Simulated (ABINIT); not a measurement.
Si2Mo, 3 atoms in the cell. It takes space group I4/mmm (No. 139, tetragonal). Conventional cell: a = 3.200 Å, b = 3.200 Å, c = 7.861 Å, α = 90.00°, β = 90.00°, γ = 90.00°. Mo (site symmetry 4/mmm) is surrounded by 10 Si at 2.62 Å. Around Si (site symmetry 4mm) lie 5 Si at 2.61 to 2.63 Å and 5 Mo at 2.62 Å. 

```yaml
Program: ABINIT 10.8.3 (patched build)
Task: band structure
Functional: rPW86PBE
Potentials_or_basis: JTH PAW PBE v2.0
Cutoff: 408 eV
k_mesh: 12 × 12 × 12
Occupations: fermi-dirac, width 0.05 eV
Spin: no spin polarisation
Fine-grid_cutoff: 816.342 eV
Exchange_and_correlation_inside_the_PAW_spheres: full angular mesh (pawxcdev 0, this build's default; the released program takes 1)
```

Potentials or basis: JTH PAW PBE v2.0.

The run is started by

```console
$ abinit run.abi > log 2>&1
```

Hardware: 1 thread of Arm Neoverse V1, with other jobs on the host.

Problem. Estimate the wall time of this run.

Solution. Run time: 7.4 min on 1 thread of Arm Neoverse V1, with other jobs on the host, peak memory 0.16 GiB. Counts: scf iterations 29, mpi ranks 1, k points 163, bands 15, plane waves 773.
